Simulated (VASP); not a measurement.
# Sr: single point with PBE

The system is Sr.

```
Sr
1.0
    -2.42500    2.42500    2.42500
     2.42500   -2.42500    2.42500
     2.42500    2.42500   -2.42500
Sr
1
Direct
  0.00000 0.00000 0.00000
```

This isn't the form of Sr at room conditions, which is fcc.

- Program: VASP 6.6.1
- Task: single point
- Functional: PBE
- Potentials or basis: VASP PAW PBE potentials, release 64 (Sr_sv)
- Cutoff: 520 eV
- k mesh: 4 × 4 × 4
- Occupations: gaussian, width 0.1 eV
- Spin: no spin polarisation
- Dipole correction: no
- Further INCAR settings: ALGO = Fast; EDIFF = 1e-06; NBANDS = 11

* Pressure: -0.8 GPa
* Band gap on the k mesh: none (metal or under the smearing width)

Levels at points of the mesh, in eV from the Fermi level:
```tsv
k point	band 1	band 2	band 3	band 4	band 5	band 6	band 7	band 8	band 9	band 10
(0.00, 0.00, 0.00)	-36.63	-18.53	-18.53	-18.53	-3.54	2.38	2.38	2.38	3.65	3.65
(0.50, 0.00, 0.00)	-36.62	-18.70	-18.58	-18.53	-0.93	0.22	1.27	3.46	4.12	5.28
(0.50, 0.50, 0.50)	-36.61	-18.65	-18.65	-18.65	-0.05	-0.05	3.52	3.52	3.52	4.91
```

It took 7.1 s on 1 thread of Intel(R) Xeon(R) Platinum 8259CL CPU @ 2.50GHz (Skylake/Cascade Lake), with other jobs on the host, peak memory 0.17 GiB.

Caveat: the k mesh is coarse (spacing up to 0.46 Å⁻¹), so the values aren't converged.
